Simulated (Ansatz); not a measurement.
Crystal: HfC.

```xyz
2
Lattice="0.0000 2.3250 2.3250 2.3250 0.0000 2.3250 2.3250 2.3250 0.0000" Properties=species:S:1:pos:R:3 pbc="T T T"
Hf    2.3250    2.3250    2.3250
C     0.0000    0.0000    0.0000
```

| Quantity | Value |
| --- | --- |
| Program | Ansatz 0.2.0 |
| Task | relaxation of cell and atoms |
| Functional | PBEsol |
| Dispersion | D3(BJ) |
| Potentials or basis | Ansatz PAW |
| Cutoff | 420 eV (not typed: the program's choice for these potentials) |
| k mesh | 10 × 10 × 10 |
| Occupations | fermi-dirac, width 0.05 eV |
| Spin | no spin polarisation |

At the start: volume 12.57 Å³/atom.

Task: Where does the relaxation end?

Result: It ends after 7 steps and the volume is 11.98 Å³/atom (-4.7 %); space group Fm-3m (No. 225, to 0.05 Å).

Step by step:
```csv
step,energy change (eV),largest force (eV/Å),volume (Å³)
1,0.0000,0.0000,25.14
2,-0.0185,0.0000,23.10
3,-0.0440,0.0000,24.03
4,-0.0442,0.0000,23.97
5,-0.0426,0.0000,23.97
6,-0.0426,0.0000,23.96
7,-0.0426,0.0000,23.96
```

Final structure:
```
Hf C
1.0
     0.00000    2.28831    2.28831
     2.28831    0.00000    2.28831
     2.28831    2.28831    0.00000
Hf C
1 1
Direct
  0.50000 0.50000 0.50000
  0.00000 0.00000 0.00000
```

Caveat: the plane-wave basis is chosen anew once the cell has moved, so the energies of steps on either side of that aren't comparable; the PAW data sets come from PBE, with cores solved anew for the run's functional, which leaves a small shift of forces and pressure.
